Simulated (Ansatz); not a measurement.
# A vibration from a frozen displacement in NiGe

These are results of DFT PBEsol, scalar-relativistic, plane waves, PAW in Ansatz 0.2.0, not measurements. The runs took a 420 eV cutoff, a Γ-centred 8×12×8 mesh and Gaussian smearing (0.15 eV). No spin polarisation. A magnetic state may lie lower. Energies are free energies at this smearing, counted from the undisturbed cell; pressure is positive in compression.

The starting cell (relaxed at this level):

```yaml
crystal:
  lattice:
    - [5.31079, 0.00000, 0.00000]
    - [0.00000, 3.44002, 0.00000]
    - [0.00000, 0.00000, 5.73926]
  atoms:
    - { symbol: Ni, position: [0.99299, 0.75000, 0.18887] }
    - { symbol: Ni, position: [0.00701, 0.25000, 0.81113] }
    - { symbol: Ni, position: [0.50701, 0.25000, 0.68887] }
    - { symbol: Ni, position: [0.49299, 0.75000, 0.31113] }
    - { symbol: Ge, position: [0.81164, 0.75000, 0.58840] }
    - { symbol: Ge, position: [0.18836, 0.25000, 0.41160] }
    - { symbol: Ge, position: [0.68836, 0.25000, 0.08840] }
    - { symbol: Ge, position: [0.31164, 0.75000, 0.91160] }
```

Every Ni atom is moved by x along the Cartesian unit vector (1.000, 0.000, 0.000); the cell and all other atoms stay fixed. The cell's volume is 104.85 Å³; the moved atoms weigh 234.774 u together and the others 290.520 u. Some rows repeat others by symmetry and weren't run.

```csv
x (Å),ΔE (meV/cell),total force on the moved atoms along the move (eV/Å),pressure (GPa)
-0.1000,142.75,2.8580,0.7490
-0.0875,109.27,2.4996,0.5709
-0.0750,80.26,2.1416,0.4165
-0.0625,55.73,1.7842,0.2858
-0.0500,35.66,1.4268,0.1788
-0.0375,20.06,1.0700,0.0955
-0.0250,8.91,0.7132,0.0361
-0.0125,2.23,0.3566,0.0004
0.0000,0.00,0.0000,-0.0115
0.0125,2.23,-0.3566,0.0004
0.0250,8.91,-0.7132,0.0361
0.0375,20.06,-1.0700,0.0955
0.0500,35.66,-1.4268,0.1788
0.0625,55.73,-1.7842,0.2858
0.0750,80.26,-2.1416,0.4165
0.0875,109.27,-2.4996,0.5709
0.1000,142.75,-2.8580,0.7490
```

Question: What frequency belongs to this motion?

Answer: The force constant is k = −dF/dx = 28.528 eV/Å², from the parabola through x = -0.0125, 0 and 0.0125. In every cell the moved atoms swing against the rest, so the mass is μ = m₁m₂/(m₁ + m₂) = 129.844 u, and ν̃ = 521.5 cm⁻¹ × √(|k|/μ) = 244 cm⁻¹. The pattern needn't be a normal mode: ν̃² is then a weighted mean of the squared nonzero frequencies at the zone centre of this cell, so it lies between the lowest and the highest of them.

Question: How far does the harmonic law reach?

Answer: At x = -0.100 Å, kx²/2 = 142.64 meV against the computed 142.75 meV (+0.1 %): the well is still close to harmonic there.

Question: The pressure changes with x². What does that say about the frequency under compression?

Answer: With E = k(V)x²/2, k ∝ V^(−2γ) and x scaling with the cell as V^(1/3), P − P0 = −∂E/∂V = (2γ − 2/3) ΔE/V. At x = 0.0250 Å, V(P − P0) = 104.85 × 0.04759 / 160.2 eV = 31.14 meV and ΔE = 8.91 meV, so γ = 1/3 + V(P − P0)/(2ΔE) = 2.08. This is the Grüneisen parameter of the motion under uniform scaling of the cell: shrinking the cell evenly by 1 % in volume raises the frequency by about 2.08 %.

In a metal these slopes depend on the k mesh and the smearing.